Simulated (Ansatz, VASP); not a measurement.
**Ta2Si in VASP and in Ansatz**

```
Ta Si
1.0
     0.00000    2.97445    2.97445
     2.97445    0.00000    2.97445
     2.97445    2.97445    0.00000
Ta Si
2 1
Direct
  0.25000 0.25000 0.25000
  0.75000 0.75000 0.75000
  0.00000 0.00000 0.00000
```

Alike in both runs: task single point; functional PBEsol; k mesh 10 × 10 × 10; occupations gaussian, width 0.05 eV; no spin polarisation.

```csv
,VASP,Ansatz
version,VASP 6.6.1,Ansatz 0.2.0
potentials or method,"VASP PAW PBE potentials, release 64 (Ta_pv, Si)","scalar-relativistic, plane waves, PAW"
plane-wave cutoff (eV),520,420
valence electrons in the cell,26,30
```

Ansatz gave:

| Quantity | Value |
| --- | --- |
| gap on the k mesh at the Fermi level (eV) | none |
| pressure (GPa) | 3.9 |

Problem. What did VASP give for the same quantities?

Solution. gap on the k mesh at the Fermi level (eV): none; pressure (GPa): 4.2.

A gap of «none» marks a metal or a gap that the smearing closes. The functional is the same, so the differences come from potentials, cutoffs and numerics. The two sets of potentials don't hold the same shells in valence.

Caveats: the PAW data sets were made with another functional, which shifts forces and pressure a little (VASP). The runs have no spin-orbit coupling, so splittings on Ta are missing.
